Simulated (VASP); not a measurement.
Set up this calculation in VASP 6.6.1, as the native input.

```yaml
Task: single point
Functional: PBE
Dispersion: D3(BJ)
Potentials_or_basis: VASP PAW PBE potentials, release 64 (Li_sv)
Cutoff: 520 eV
k_mesh: 20 × 20 × 20
Occupations: fermi-dirac, width 0.15 eV
Spin: no spin polarisation
Dipole_correction: no
Further_INCAR_settings: ALGO = Fast; EDIFF = 1e-07; NBANDS = 8
```

The structure of Li lies in POSCAR:

```
Li
1.0
   -1.6620346176      1.6620346176      1.6620346176
    1.6620346176     -1.6620346176      1.6620346176
    1.6620346176      1.6620346176     -1.6620346176
Li
1
Direct
    0.0000000000      0.0000000000      0.0000000000
```

The cell isn't the ideal one: cell and atoms relaxed tightly for response.

These files were run (other wordings do the same):

INCAR

```
PREC = Accurate ; ENCUT = 520
EDIFF = 1E-7 ; ISMEAR = -1
SIGMA = 0.15 ; LREAL = False
LASPH = True ; NELM = 80
ALGO = Fast ; ISIF = 2
LWAVE = False ; LCHARG = False
GGA = PE ; IVDW = 12
NBANDS = 8
```

KPOINTS

```
Automatic mesh
0
Gamma
  20 20 20
```

Potentials or basis: VASP PAW PBE potentials, release 64 (Li_sv).

The run is started by

```console
$ cat potpaw_PBE.64/Li_sv/POTCAR > POTCAR
$ mpirun -np 1 vasp_std > vasp.out
```

It gave:

| Property | Result |
| --- | --- |
| Band gap on the k mesh | none (metal or under the smearing width) |
| Dispersion energy per atom | -0.187 eV |

It took 27 s on 1 thread of Intel(R) Xeon(R) 6975P-C (Granite Rapids), with other jobs on the host, peak memory 0.15 GiB.
